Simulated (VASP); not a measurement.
GaN:

```xyz
4
Lattice="3.1807 0.0000 0.0000 -1.5903 2.7545 0.0000 0.0000 0.0000 5.1815" Properties=species:S:1:pos:R:3 pbc="T T T"
Ga    1.5904    0.9182    2.5864
Ga    0.0000    1.8364    5.1771
N     1.5904    0.9182    4.5382
N     0.0000    1.8364    1.9474
```

The cell is a database's computed one.

Base run:

| Item | Value |
| --- | --- |
| Program | VASP 6.6.1 |
| Functional | r2SCAN |
| Potentials or basis | VASP PAW PBE potentials, release 64 (Ga_d, N) |
| Cutoff | 520 eV |
| k mesh | 12 × 12 × 6 |
| Occupations | gaussian, width 0.02 eV |
| Spin | no spin polarisation |

Its results: band gap on the k mesh 2.36 eV, direct.

The run is repeated on the same cell with these changes: functional from r2SCAN to TB-mBJ. What comes out?

Band gap on the k mesh 3.13 eV, direct.
